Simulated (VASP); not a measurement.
# K in VASP: notebook

Aim: see how the results for K move with the level of theory and the settings. Levels: optB86b-vdW, rev-vdW-DF2, LDA, PBEsol, PBE+D3. Tasks: single point.

All numbers are computed with VASP 6.6.1; they aren't measurements. Logs are shortened: lines on timing, memory, paths and dates and some standing lists are left out, and cuts for length are marked.

### Step 1. The structure

The cell holds a molecule in a box, 1 atom: a = 10.500 Å, b = 11.000 Å, c = 11.500 Å, α = 90.00°, β = 90.00°, γ = 90.00°.

### Step 2. Single point, optB86b-vdW, collinear spin, ferromagnetic start

INCAR reads:

```
SYSTEM = K
AGGAC = 0.0 ; ALGO = Normal
EDIFF = 1E-6 ; ENCUT = 400
GGA = MK ; ISIF = 2
ISMEAR = 0 ; ISPIN = 2
ISYM = 0 ; LASPH = .True.
LCHARG = .False. ; LORBIT = 11
LREAL = .False. ; LUSE_VDW = .True.
LWAVE = .False. ; MAGMOM = 0.5
NBANDS = 14 ; NELM = 100
NUPDOWN = 1 ; PARAM1 = 0.1234
PARAM2 = 1.0 ; PREC = Accurate
SIGMA = 0.01
```

KPOINTS reads:

```
k-points
0
Gamma
  1 1 1
  0 0 0
```

POSCAR reads:

```
K                                       
1.0
   10.5000000000      0.0000000000      0.0000000000
    0.0000000000     11.0000000000      0.0000000000
    0.0000000000      0.0000000000     11.5000000000
  K             
     1
Selective dynamics
Direct
     0.5000000000000000    0.5045454544999970    0.5000000000000000   F   F   F
```

Potentials or basis: VASP PAW PBE potentials, release 64 (K_sv).

Launch:

```console
$ cat potpaw_PBE.64/K_sv/POTCAR > POTCAR
$ mpirun -np 4 vasp_gam > vasp.out
```

OUTCAR:

```text
SYSTEM = K
   EDIFF = 1E-6
   ENCUT = 400
   GGA = MK
   ISIF = 2
   ISMEAR = 0
   ISPIN = 2
   ISYM = 0
   LASPH = .True.
   LORBIT = 11
   LREAL = .False.
   NELM = 100
   NUPDOWN = 1
   PREC = Accurate

 ion  position               nearest neighbor table
   1  0.500  0.505  0.500-

IMPORTANT INFORMATION: All symmetrisations will be switched off!
NOSYMM: (Re-)initialisation of all symmetry stuff for point group C_1.

----------------------------------------------------------------------------------------

                                     Primitive cell

  volume of cell :    1328.2500

  direct lattice vectors                    reciprocal lattice vectors
    10.500000000  0.000000000  0.000000000     0.095238095  0.000000000  0.000000000
     0.000000000 11.000000000  0.000000000     0.000000000  0.090909091  0.000000000
     0.000000000  0.000000000 11.500000000     0.000000000  0.000000000  0.086956522

  length of vectors
    10.500000000 11.000000000 11.500000000     0.095238095  0.090909091  0.086956522

  position of ions in fractional coordinates (direct lattice)
     0.500000000  0.504545454  0.500000000

  ion indices of the primitive-cell ions
   primitive index   ion index
                 1           1

----------------------------------------------------------------------------------------

 KPOINTS: k-points

Automatic generation of k-mesh.
 Grid dimensions read from file:
 generate k-points for:    1    1    1

 Generating k-lattice:

  Cartesian coordinates                     Fractional coordinates (reciprocal lattice)
     0.095238095  0.000000000  0.000000000     1.000000000  0.000000000  0.000000000
     0.000000000  0.090909091  0.000000000     0.000000000  1.000000000  0.000000000
     0.000000000  0.000000000  0.086956522     0.000000000  0.000000000  1.000000000

  Length of vectors
     0.095238095  0.090909091  0.086956522

  Shift w.r.t. Gamma in fractional coordinates (k-lattice)
     0.000000000  0.000000000  0.000000000

 Subroutine IBZKPT returns following result:
 ===========================================

 Found      1 irreducible k-points:

 Following reciprocal coordinates:
            Coordinates               Weight
  0.000000  0.000000  0.000000      1.000000
   k-points           NKPTS =      1   k-points in BZ     NKDIM =      1   number of bands    NBANDS=     16
   number of dos      NEDOS =    301   number of ions     NIONS =      1
   total plane-waves  NPLWV = 403200
   dimension x,y,z NGX =    70 NGY =   72 NGZ =   80
   dimension x,y,z NGXF=   140 NGYF=  144 NGZF=  160
   ions per type =               1
   NGX,Y,Z   is equivalent  to a cutoff of  11.08, 10.88, 11.56 a.u.
   NGXF,Y,Z  is equivalent  to a cutoff of  22.17, 21.76, 23.13 a.u.
 SYSTEM =  K
   PREC   = accura    normal or accurate (medium, high low for compatibility)
   ISTART =      0    job   : 0-new  1-cont  2-samecut
   ICHARG =      2    charge: 1-file 2-atom 10-const
   ISPIN  =      2    spin polarized calculation?
   LNONCOLLINEAR =      F non collinear calculations
   LSORBIT =      F    spin-orbit coupling
   LASPH  =      T    aspherical Exc in radial PAW
   ENCUT  =  400.0 eV  29.40 Ry    5.42 a.u.  17.12 17.94 18.75*2*pi/ulx,y,z
   NELM   =    100;   NELMIN=  2; NELMDL= -5     # of ELM steps
   EDIFF  = 0.1E-05   stopping-criterion for ELM
   LREAL  =      F    real-space projection
   EDIFFG = 0.1E-04   stopping-criterion for IOM
   NSW    =      0    number of steps for IOM
   IBRION =     -1    ionic relax: 0-MD 1-quasi-New 2-CG
   NFREE  =      0    steps in history (QN), initial steepest desc. (CG)
   ISIF   =      2    stress and relaxation
   ISYM   =      0    0-nonsym 1-usesym 2-fastsym
   POTIM  = 0.5000    time-step for ionic-motion
   TEBEG  =    0.0;   TEEND  =   0.0 temperature during run
   PSTRESS=    0.0 pullay stress
   NELECT =       9.0000    total number of electrons
   NUPDOWN=       1.0000    fix difference up-down
   EMIN   =  10.00;   EMAX   =-10.00  energy-range for DOS
   EFERMI =   0.00;   METHOD = LEGACY
   ISMEAR =     0;   SIGMA  =   0.01  broadening in eV -4-tet -1-fermi 0-gaus
   EFERMI_NEDOS =   21; number of points for ismear=-14 and -15
   IALGO  =     38    algorithm
   IMIX   =      4    mixing-type and parameters
     AMIX     =   0.40;   BMIX     =  1.00
     AMIX_MAG =   1.60;   BMIX_MAG =  1.00
  volume/ion in A,a.u.               =    1328.25      8963.47
  Fermi-wavevector in a.u.,A,eV,Ry     =   0.309786  0.585411  1.305719  0.095968
  Thomas-Fermi vector in A             =   1.186821
   LORBIT       =     11    0 simple, 1 ext, 2 COOP (PROOUT), +10 PAW based schemes
   GGA     = MK    functional components
   LHFCALC =     F    Hartree Fock is set to
   AEXX    =    0.0000 exact exchange contribution
   IVDW_NL    =     1    kernel type
   BPARAM     = 6.3000
   IVDW    =     0    specifies the selected vdW correction
   LEPSILON=     F    determine dielectric tensor
   LRPA    =     F    only Hartree local field effects (RPA)
 spin polarized calculation
 Gauss-broadening in eV      SIGMA  =   0.01
  energy-cutoff  :      400.00
  volume of cell :     1328.25
 maximum number of plane-waves:     12033
 NGX is ok and might be reduce to    70
   NGX = 35   NGY = 35   NGZ = 37

 number of electron       9.0000000 magnetization       0.9999995

 Free energy of the ion-electron system (eV)
  ---------------------------------------------------
  ext. energy  EPLUGINS =         0.00000000
  ---------------------------------------------------
  free energy    TOTEN  =         2.07725875 eV

  energy without entropy =        2.07725875  energy(sigma->0) =        2.07725875

 E-fermi : -18.5064     XC(G=0):  -1.4516

 val. band max:       -2.4111447953   @ k =   0.0000   0.0000   0.0000
 cond. band min:      -2.2320520537   @ k =   0.0000   0.0000   0.0000
 fundamental gap:      0.1790927416
 Fermi energy:        -2.3231425254

 spin component 1

 k-point     1 :       0.0000    0.0000    0.0000
  band No.  band energies     occupation
      1     -35.1690      1.00000
      2     -18.6987      1.00000
      3     -18.6981      1.00000
      4     -18.6972      1.00000
      5      -2.4111      1.00000
      6      -0.7018      0.00000
      7      -0.6632      0.00000
      8      -0.6147      0.00000
      9      -0.3438      0.00000
     10      -0.0009      0.00000
     11       0.0239      0.00000
     12       0.4578      0.00000
     13       0.4904      0.00000
     14       0.5127      0.00000
     15       0.9639      0.00000
     16       1.0082      0.00000
 Fermi energy:       -18.5063778850

 spin component 2

 k-point     1 :       0.0000    0.0000    0.0000
  band No.  band energies     occupation
      1     -35.1268      1.00000
      2     -18.6442      1.00000
      3     -18.6435      1.00000
      4     -18.6427      1.00000
      5      -2.2321      0.00000
      6      -0.6076      0.00000
      7      -0.5409      0.00000
      8      -0.4757      0.00000
      9      -0.4551      0.00000
     10      -0.1340      0.00000
     11      -0.1058      0.00000
     12       0.5759      0.00000
     13       0.6228      0.00000
     14       0.6636      0.00000
     15       0.8894      0.00000
     16       0.9307      0.00000

------------------------ aborting loop because EDIFF is reached ----------------------------------------

  FORCE on cell =-STRESS in cart. coord.  units (eV):
  Direction    XX          YY          ZZ          XY          YZ          ZX
  --------------------------------------------------------------------------------------
  -------------------------------------------------------------------------------------
  Total       -0.1602928     -0.1247887     -0.0983151      0.0000002      0.0000000      0.0000001
  in kB       -0.1933502     -0.1505241     -0.1185908      0.0000003      0.0000001      0.0000002
  external PRESSURE =      -0.1541551 kB  Pullay stress =       0.0000000 kB

 VOLUME and BASIS-vectors are now :
 -----------------------------------------------------------------------------
  energy-cutoff  :      400.00
  volume of cell :     1328.25
      direct lattice vectors                 reciprocal lattice vectors
    10.500000000  0.000000000  0.000000000     0.095238095  0.000000000  0.000000000
     0.000000000 11.000000000  0.000000000     0.000000000  0.090909091  0.000000000
     0.000000000  0.000000000 11.500000000     0.000000000  0.000000000  0.086956522

 POSITION                                       TOTAL-FORCE (eV/Angst)
 -----------------------------------------------------------------------------------
      5.25000      5.55000      5.75000        -0.000000      0.000461     -0.000000
 -----------------------------------------------------------------------------------
    total drift:                               -0.000000      0.000461     -0.000000

  FREE ENERGIE OF THE ION-ELECTRON SYSTEM (eV)
  ---------------------------------------------------
  free  energy   TOTEN  =         2.0772587457 eV

  energy  without entropy=        2.0772587457  energy(sigma->0) =        2.07725875

Total vdW correction in eV:      2.2415705

 total charge

# of ion       s       p       d       tot
------------------------------------------
    1        1.987   5.517   0.000   7.505

 magnetization (x)

# of ion       s       p       d       tot
------------------------------------------
    1        0.045  -0.009   0.000   0.036
```

It took 4.4 min on 4 MPI ranks of Intel Xeon Platinum 8488C (Sapphire Rapids), shared host; peak memory 0.85 GiB.

Results:

```yaml
Free_energy: 2.0773 eV
Net_moment: 1.00 μB per cell
Site_moments: K +0.04 μB
Valence_electrons_inside_the_program's_atomic_spheres: K 7.50
```

Caveat: the PAW data sets were made with another functional, which shifts forces and pressure a little; the total moment is fixed, so each spin has its own Fermi level.

### Step 3. Single point, rev-vdW-DF2, collinear spin, ferromagnetic start

INCAR, as its differences from that of step 2:

```diff
@@ -11,3 +11,3 @@
 NUPDOWN = 1 ; PARAM1 = 0.1234
-PARAM2 = 1.0 ; PREC = Accurate
-SIGMA = 0.01
+PARAM2 = 0.711357 ; PREC = Accurate
+SIGMA = 0.01 ; ZAB_VDW = -1.8867
```

KPOINTS is that of step 2.

POSCAR is that of step 2.

Potentials or basis: VASP PAW PBE potentials, release 64 (K_sv).

Launch:

```console
$ cat potpaw_PBE.64/K_sv/POTCAR > POTCAR
$ mpirun -np 4 vasp_gam > vasp.out
```

It took 4.2 min on 4 MPI ranks of Intel Xeon Platinum 8488C (Sapphire Rapids), shared host; peak memory 0.85 GiB.

Results (log left out):

```
Free energy                                           : 1.7689 eV
Net moment                                            : 1.00 μB per cell
Site moments                                          : K +0.04 μB
Valence electrons inside the program's atomic spheres : K 7.49
```

Caveat: the PAW data sets were made with another functional, which shifts forces and pressure a little; the total moment is fixed, so each spin has its own Fermi level.

### Step 4. Single point, LDA, collinear spin, ferromagnetic start

INCAR reads:

```
SYSTEM = K
ALGO = Normal ; EDIFF = 1E-6
ENCUT = 400 ; ISIF = 2
ISMEAR = 0 ; ISPIN = 2
ISYM = 0 ; LASPH = .True.
LCHARG = .False. ; LORBIT = 11
LREAL = .False. ; LWAVE = .False.
MAGMOM = 0.5 ; NBANDS = 14
NELM = 100 ; NUPDOWN = 1
PREC = Accurate ; SIGMA = 0.01
```

KPOINTS is that of step 3.

POSCAR is that of step 3.

Potentials or basis: VASP PAW LDA potentials, release 64 (K_sv).

Launch:

```console
$ cat potpaw_LDA.64/K_sv/POTCAR > POTCAR
$ mpirun -np 4 vasp_gam > vasp.out
```

Run time: 23 s. Hardware: 4 MPI ranks of Intel Xeon Platinum 8488C (Sapphire Rapids), shared host; peak memory 0.26 GiB.

Results (log left out):

```yaml
Free_energy: -0.1771 eV
Net_moment: 1.00 μB per cell
Site_moments: K +0.04 μB
Valence_electrons_inside_the_program's_atomic_spheres: K 7.51
```

Caveat: the total moment is fixed, so each spin has its own Fermi level.

### Step 5. Single point, PBEsol, collinear spin, ferromagnetic start

INCAR reads:

```
SYSTEM = K
ALGO = Normal ; EDIFF = 1E-6
ENCUT = 400 ; GGA = PS
ISIF = 2 ; ISMEAR = 0
ISPIN = 2 ; ISYM = 0
LASPH = .True. ; LCHARG = .False.
LORBIT = 11 ; LREAL = .False.
LWAVE = .False. ; MAGMOM = 0.5
NBANDS = 14 ; NELM = 100
NUPDOWN = 1 ; PREC = Accurate
SIGMA = 0.01
```

KPOINTS is that of step 4.

POSCAR is that of step 4.

Potentials or basis: VASP PAW PBE potentials, release 64 (K_sv).

Launch:

```console
$ cat potpaw_PBE.64/K_sv/POTCAR > POTCAR
$ mpirun -np 4 vasp_gam > vasp.out
```

It took 48 s on 4 MPI ranks of Intel Xeon Platinum 8488C (Sapphire Rapids), shared host; peak memory 0.36 GiB.

The run converged. Its results:

```
Free energy                                           : -0.2377 eV
Net moment                                            : 1.00 μB per cell
Site moments                                          : K +0.03 μB
Valence electrons inside the program's atomic spheres : K 7.52
```

Caveat: the PAW data sets were made with another functional, which shifts forces and pressure a little; the total moment is fixed, so each spin has its own Fermi level.

(Part 1 of 2 ends here.)
